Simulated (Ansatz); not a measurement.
Crystal: Sc.

```
CELL_PARAMETERS angstrom
0.00000 2.26000 2.26000
2.26000 0.00000 2.26000
2.26000 2.26000 0.00000
ATOMIC_POSITIONS crystal
Sc 0.00000 0.00000 0.00000
```

This isn't the form of Sc at room conditions, which is hcp.

```yaml
Program: Ansatz 0.2.0
Task: relaxation of cell and atoms
Functional: BLYP
Potentials_or_basis: Ansatz PAW
Cutoff: "420 eV (not typed: the program's choice for these potentials)"
k_mesh: 10 × 10 × 10
Occupations: fermi-dirac, width 0.05 eV
Spin: no spin polarisation
```

At the start: volume 23.09 Å³/atom.

Q: How do energy, volume and symmetry change on relaxing?

A: It ends after 6 steps and the volume is 24.97 Å³/atom (+8.2 %); space group Fm-3m (No. 225, to 0.05 Å).

Step by step:
| step | energy change (eV) | largest force (eV/Å) | volume (Å³) |
| --- | --- | --- | --- |
| 1 | 0.0000 | 0.0000 | 23.09 |
| 2 | -0.0238 | 0.0000 | 25.28 |
| 3 | -0.0244 | 0.0000 | 25.00 |
| 4 | -0.0246 | 0.0000 | 25.00 |
| 5 | -0.0246 | 0.0000 | 24.97 |
| 6 | -0.0246 | 0.0000 | 24.97 |

Final structure:
```
Sc
1.0
     0.00000    2.31996    2.31996
     2.31996    0.00000    2.31996
     2.31996    2.31996    0.00000
Sc
1
Direct
  0.00000 0.00000 0.00000
```

Caveat: the plane-wave basis is chosen anew once the cell has moved, so the energies of steps on either side of that aren't comparable; the PAW data sets come from PBE, with cores solved anew for the run's functional, which leaves a small shift of forces and pressure.
